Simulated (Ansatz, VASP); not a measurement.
WS2: VASP beside Ansatz

```
W S
1.0
     3.05618    0.00000    0.00000
    -1.52809    2.64673    0.00000
     0.00000    0.00000   16.95058
W S
1 2
Direct
  0.00000 0.00000 0.00000
  0.33333 0.66667 0.09200
  0.33333 0.66667 0.90800
```

Change from the starting cell: strain_xy = -0.04.

Alike in both runs: functional PBEsol; k mesh 10 × 10 × 2; occupations fermi-dirac, width 0.05 eV; no spin polarisation.

|  | VASP | Ansatz |
| --- | --- | --- |
| version | VASP 6.6.1 | Ansatz 0.2.0 |
| potentials or method | VASP PAW PBE potentials, release 64 (W_sv, S), cutoff 520 eV | all-electron LAPW, scalar-relativistic |
| task | single point | band structure |

```tsv
	VASP	Ansatz	Ansatz less VASP
gap on the k mesh at the Fermi level (eV)	2.29	2.28	-0.003
least direct gap on the mesh (eV)	2.64	2.64	-0.005
rms of the force components (eV/Å)	0.440	0.427	-0.0134
```

Atom by atom the forces differ by 0.013 eV/Å (rms over components). Ansatz ran all-electron here, so the differences hold the error of VASP's frozen core and of both bases.

Caveats: spin-orbit coupling is left out, which moves the levels of the heavy elements; the PAW data sets were made with another functional, which shifts forces and pressure a little (VASP).
